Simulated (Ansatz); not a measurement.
Crystal: In.

```
CELL_PARAMETERS angstrom
3.33548 0.00000 0.00000
-1.66774 2.88861 0.00000
0.00000 0.00000 5.50914
ATOMIC_POSITIONS crystal
In 0.66667 0.33333 0.75000
In 0.33333 0.66667 0.25000
```

This isn't the form of In at room conditions, which is tetragonal.

* Program: Ansatz 0.2.0
* Task: single point
* Functional: PBE
* Potentials or basis: all-electron LAPW, scalar-relativistic
* Cutoff: 168 eV (chosen from the basis error)
* Basis error allowed: 0.001 eV/atom
* k mesh: 9 × 9 × 5
* Occupations: fermi-dirac, width 0.05 eV
* Spin: no spin polarisation

On this cell: pressure 1.5 GPa; largest force under 0.003 eV/Å; band gap on the k mesh none (metal or under the smearing width).

The same run follows on a disturbed copy (atoms moved at random, drawn with an rms of 0.05 Å):

```
In
1.0
     3.33548    0.00000    0.00000
    -1.66774    2.88861    0.00000
     0.00000    0.00000    5.50914
In
2
Direct
  0.67002 0.33591 0.74904
  0.32037 0.68022 0.25626
```

What changes?

The energy (extrapolated to zero smearing) moves by +1.5 meV/atom; pressure 1.5 GPa; largest force 0.115 eV/Å; band gap on the k mesh none (metal or under the smearing width).

Forces in eV/Å, atoms in the order of the input:
```
In  -0.016  0.006  0.113
In   0.016 -0.006 -0.113
```

Stress tensor (GPa, compression positive):
```
 1.54  0.18 -0.02
 0.18  1.71  0.01
-0.02  0.01  1.35
```
